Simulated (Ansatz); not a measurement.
**SnSe under changes of volume**

One of the cells (26.676 Å³/atom); the others are scaled copies at fixed shape and fractional positions:

```
Sn Se
1.0
    11.42000    0.00000    0.00000
     0.00000    4.19000    0.00000
     0.00000    0.00000    4.46000
Sn Se
4 4
Direct
  0.87700 0.75000 0.90900
  0.62300 0.25000 0.40900
  0.37700 0.75000 0.59100
  0.12300 0.25000 0.09100
  0.64300 0.75000 0.98400
  0.85700 0.25000 0.48400
  0.14300 0.75000 0.51600
  0.35700 0.25000 0.01600
```

```yaml
Program: Ansatz 0.2.0
Functional: exchange-only PBE
Potentials_or_basis: Ansatz PAW
Cutoff: "420 eV (not typed: the program's choice for these potentials)"
k_mesh: 3 × 6 × 6
Occupations: fermi-dirac, width 0.05 eV
Spin: no spin polarisation
```

```tsv
volume (Å³/atom)	energy over the lowest point (meV/atom)	pressure (GPa)	gap on the mesh (eV)	largest force (eV/Å)
25.076	?	?	?	?
25.609	194.30	15.6	0.65	0.848
26.143	145.32	13.9	0.66	0.708
26.676	101.86	12.3	0.68	0.577
27.210	63.43	10.8	0.69	0.457
27.743	29.61	9.5	0.70	0.348
28.277	0.00	8.3	0.72	0.254
```

Problem. What does the run at 25.076 Å³/atom give?

Solution. Energy over the lowest point 249.34 meV/atom; pressure 17.5 GPa; gap on the mesh 0.65 eV; largest force 1.000 eV/Å.

Worked out: A Birch-Murnaghan fit of order 3 (a polynomial in V^(-2/3)) to the other rows has no minimum within the range. It gives 249.20 meV/atom at 25.076 Å³/atom, against the run's 249.34, and -dE/dV = 17.5 GPa, against 17.5. A straight line through the other rows of the gap, of slope 0.692 eV per unit of ln V, extrapolates to 0.63 eV, against the run's 0.65.

Energies are extrapolated to zero smearing.

Caveats: odd divisions of the mesh miss points on the zone boundary, where band edges often lie, so the gap on the mesh can be too wide; spin-orbit coupling is left out, which moves the levels of the heavy elements; the PAW data sets come from PBE, with cores solved anew for the run's functional, which leaves a small shift of forces and pressure.

A mesh can miss the band edges.
